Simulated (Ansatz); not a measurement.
**Li: pressure up to the limit of the methods**

How does Li (omega type) answer strong compression, and how long do frozen cores keep up with all electrons? The runs shown use LAPW, crystal datasets and norm-conserving. Companion runs by PAW are cited. Its runs: the reference run (LAPW); volume scaled by 1 (crystal datasets and norm-conserving); volume scaled by 0.85 (LAPW and norm-conserving); volume scaled by 0.75 (LAPW and norm-conserving); volume scaled by 0.45 (LAPW and norm-conserving); volume scaled by 0.4 (LAPW, crystal datasets and norm-conserving).

Computed with Ansatz 0.2.0 (DFT PBE, with the methods named in each step, unless a step's input says otherwise).

## Step 1: The structure to begin with

Symmetry: P6/mmm, No. 191, hexagonal system. Conventional cell: a = 4.924 Å, b = 4.924 Å, c = 2.897 Å, α = 90.00°, β = 90.00°, γ = 120.00°. Li (site symmetry 6/mmm) is surrounded by 14 Li at 2.90 to 3.19 Å. Li (site symmetry -6m2) is surrounded by 11 Li at 2.84 to 3.19 Å.

Coordinates:

```
CELL_PARAMETERS angstrom
4.92415 0.00000 0.00000
-2.46208 4.26444 0.00000
0.00000 0.00000 2.89707
ATOMIC_POSITIONS crystal
Li 0.00000 0.00000 0.00000
Li 0.33333 0.66667 0.50000
Li 0.66667 0.33333 0.50000
```

Whether this phase is the stable one at these pressures isn't tested.

Atoms are numbered in the order of the input: Li1, Li2, Li3.

## Step 2: The reference volume, LAPW

Contents of input.yaml:

```yaml
crystal:
  lattice:
    - [4.9241535908, 0.0, 0.0]
    - [-2.4620767954, 4.2644421018, 0.0]
    - [0.0, 0.0, 2.8970652689]
  atoms:
    - { symbol: Li, position: [0.0, 0.0, 0.0] }
    - { symbol: Li, position: [0.3333333333, 0.6666666667, 0.5] }
    - { symbol: Li, position: [0.6666666667, 0.3333333333, 0.5] }
kpoints:
  mp_grid: { grid: [8, 8, 11] }
  band_path:
    path:
      - [0.0, 0.0, 0.0]
      - [0.5, 0.0, 0.0]
      - [0.3333333333, 0.3333333333, 0.0]
      - [0.0, 0.0, 0.0]
      - [0.0, 0.0, 0.5]
      - [0.5, 0.0, 0.5]
      - [0.3333333333, 0.3333333333, 0.5]
      - [0.0, 0.0, 0.5]
      - [0.5, 0.0, 0.5]
    npoints: 14
scf:
  occupations: { method: fermi_dirac, width: 0.08 }
hamiltonian:
  xc: pbe
  pseudopotentials: { kind: all_electron, lapw: { basis_error: 0.001 } }
output:
  forces: true
  stress: true
  eigenvalues: true
  populations: true
  dos: { projected: true, de: 0.2, e_range: [-14, 8] }
```

Command:

```bash
ansatz run input.yaml --threads 1 --pin off --max-ram 3072MiB --backend cpu --events-out ev --progress --plain --runs-dir out
```

## Step 3: Volume scaled by 1, crystal datasets

Contents of input.yaml:

```yaml
crystal:
  lattice:
    - [4.9241535908, 0.0, 0.0]
    - [-2.4620767954, 4.2644421018, 0.0]
    - [0.0, 0.0, 2.8970652689]
  atoms:
    - { symbol: Li, position: [0.0, 0.0, 0.0] }
    - { symbol: Li, position: [0.3333333333, 0.6666666667, 0.5] }
    - { symbol: Li, position: [0.6666666667, 0.3333333333, 0.5] }
kpoints:
  mp_grid: { grid: [8, 8, 11] }
scf:
  occupations: { method: fermi_dirac, width: 0.08 }
hamiltonian:
  xc: pbe
  pseudopotentials: { kind: all_electron, datasets: crystal }
output:
  forces: true
  stress: true
  eigenvalues: true
```

## Step 4: Volume scaled by 1, norm-conserving

input.yaml, as its differences from that of step 3:

```diff
@@ -15,3 +15,3 @@
   xc: pbe
-  pseudopotentials: { kind: all_electron, datasets: crystal }
+  pseudopotentials: { kind: nc }
 output:
```

## Step 5: Volume scaled by 0.85, LAPW

input.yaml, as its differences from that of step 4:

```diff
@@ -2,5 +2,5 @@
   lattice:
-    - [4.9241535908, 0.0, 0.0]
-    - [-2.4620767954, 4.2644421018, 0.0]
-    - [0.0, 0.0, 2.8970652689]
+    - [4.6696966454, 0.0, 0.0]
+    - [-2.3348483227, 4.0440759229, 0.0]
+    - [0.0, 0.0, 2.7381866541]
   atoms:
@@ -15,3 +15,3 @@
   xc: pbe
-  pseudopotentials: { kind: nc }
+  pseudopotentials: { kind: all_electron, lapw: { basis_error: 0.001 } }
 output:
@@ -20 +20,2 @@
   eigenvalues: true
+  populations: true
```

## Step 6: Volume scaled by 0.85, norm-conserving

input.yaml, as its differences from that of step 5:

```diff
@@ -15,3 +15,3 @@
   xc: pbe
-  pseudopotentials: { kind: all_electron, lapw: { basis_error: 0.001 } }
+  pseudopotentials: { kind: nc }
 output:
@@ -20,2 +20 @@
   eigenvalues: true
-  populations: true
```

## Step 7: Volume scaled by 0.75, LAPW

input.yaml, as its differences from that of step 6:

```diff
@@ -2,5 +2,5 @@
   lattice:
-    - [4.6696966454, 0.0, 0.0]
-    - [-2.3348483227, 4.0440759229, 0.0]
-    - [0.0, 0.0, 2.7381866541]
+    - [4.4838788461, 0.0, 0.0]
+    - [-2.241939423, 3.8831529882, 0.0]
+    - [0.0, 0.0, 2.6204446177]
   atoms:
@@ -15,3 +15,3 @@
   xc: pbe
-  pseudopotentials: { kind: nc }
+  pseudopotentials: { kind: all_electron, lapw: { basis_error: 0.001 } }
 output:
@@ -20 +20,2 @@
   eigenvalues: true
+  populations: true
```

## Step 8: Volume scaled by 0.75, norm-conserving

input.yaml, as its differences from that of step 7:

```diff
@@ -15,3 +15,3 @@
   xc: pbe
-  pseudopotentials: { kind: all_electron, lapw: { basis_error: 0.001 } }
+  pseudopotentials: { kind: nc }
 output:
@@ -20,2 +20 @@
   eigenvalues: true
-  populations: true
```

## Step 9: Volume scaled by 0.45, LAPW

input.yaml, as its differences from that of step 8:

```diff
@@ -2,5 +2,5 @@
   lattice:
-    - [4.4838788461, 0.0, 0.0]
-    - [-2.241939423, 3.8831529882, 0.0]
-    - [0.0, 0.0, 2.6204446177]
+    - [3.8411795476, 0.0, 0.0]
+    - [-1.9205897738, 3.3265590687, 0.0]
+    - [0.0, 0.0, 2.1424207168]
   atoms:
@@ -15,3 +15,3 @@
   xc: pbe
-  pseudopotentials: { kind: nc }
+  pseudopotentials: { kind: all_electron, lapw: { basis_error: 0.001 } }
 output:
@@ -20 +20,2 @@
   eigenvalues: true
+  populations: true
```

## Step 10: Volume scaled by 0.45, norm-conserving

input.yaml, as its differences from that of step 9:

```diff
@@ -15,3 +15,3 @@
   xc: pbe
-  pseudopotentials: { kind: all_electron, lapw: { basis_error: 0.001 } }
+  pseudopotentials: { kind: nc }
 output:
@@ -20,2 +20 @@
   eigenvalues: true
-  populations: true
```

## Step 11: Volume scaled by 0.4, LAPW

Contents of input.yaml:

```yaml
crystal:
  lattice:
    - [3.7160572986, 0.0, 0.0]
    - [-1.8580286493, 3.2182000226, 0.0]
    - [0.0, 0.0, 2.0347761974]
  atoms:
    - { symbol: Li, position: [0.0, 0.0, 0.0] }
    - { symbol: Li, position: [0.3333333333, 0.6666666667, 0.5] }
    - { symbol: Li, position: [0.6666666667, 0.3333333333, 0.5] }
kpoints:
  mp_grid: { grid: [8, 8, 11] }
  band_path:
    path:
      - [0.0, 0.0, 0.0]
      - [0.5, 0.0, 0.0]
      - [0.3333333333, 0.3333333333, 0.0]
      - [0.0, 0.0, 0.0]
      - [0.0, 0.0, 0.5]
      - [0.5, 0.0, 0.5]
      - [0.3333333333, 0.3333333333, 0.5]
      - [0.0, 0.0, 0.5]
      - [0.5, 0.0, 0.5]
    npoints: 8
scf:
  occupations: { method: fermi_dirac, width: 0.08 }
hamiltonian:
  xc: pbe
  pseudopotentials: { kind: all_electron, lapw: { basis_error: 0.001 } }
output:
  forces: true
  stress: true
  eigenvalues: true
  populations: true
  dos: { projected: true, de: 0.2, e_range: [-14, 8] }
```

## Step 12: Volume scaled by 0.4, crystal datasets

Contents of input.yaml:

```yaml
crystal:
  lattice:
    - [3.7160572986, 0.0, 0.0]
    - [-1.8580286493, 3.2182000226, 0.0]
    - [0.0, 0.0, 2.0347761974]
  atoms:
    - { symbol: Li, position: [0.0, 0.0, 0.0] }
    - { symbol: Li, position: [0.3333333333, 0.6666666667, 0.5] }
    - { symbol: Li, position: [0.6666666667, 0.3333333333, 0.5] }
kpoints:
  mp_grid: { grid: [8, 8, 11] }
scf:
  occupations: { method: fermi_dirac, width: 0.08 }
hamiltonian:
  xc: pbe
  pseudopotentials: { kind: all_electron, datasets: crystal }
output:
  forces: true
  stress: true
  eigenvalues: true
```

## Step 13: Volume scaled by 0.4, norm-conserving

input.yaml, as its differences from that of step 12:

```diff
@@ -15,3 +15,3 @@
   xc: pbe
-  pseudopotentials: { kind: all_electron, datasets: crystal }
+  pseudopotentials: { kind: nc }
 output:
```

(Steps that only read results are left out.)

Q: Predict the outcome of this session. Wanted: LAPW pressure at 0.4 of the volume; PAW pressure at 0.4 of the volume; crystal datasets pressure at 0.4 of the volume; norm-conserving pressure at 0.4 of the volume; fitted bulk modulus at zero pressure.

The runs gave:

| quantity | value |
| --- | --- |
| LAPW pressure at 0.4 of the volume | 57.6 GPa |
| PAW pressure at 0.4 of the volume | 57.6 GPa |
| crystal datasets pressure at 0.4 of the volume | 57.6 GPa |
| norm-conserving pressure at 0.4 of the volume | 57.6 GPa |
| fitted bulk modulus at zero pressure (LAPW) | 12.5 GPa |
| its pressure derivative | 3.64 |

By LAPW the pressure climbs to 58 GPa at 0.4 of the first volume. One third-order Birch-Murnaghan curve follows these points (B₀ = 12.5 GPa, B′ = 3.64, misfit at most 0.15 GPa). A fit over so wide a range leans to the high pressures, so B₀ can be off by several per cent. Where LAPW's pressure is over 3 GPa, PAW's departs from it by at most 0.1 %, at 0.75 of the volume. The ions are at rest, and the electrons smeared by 0.08 eV.
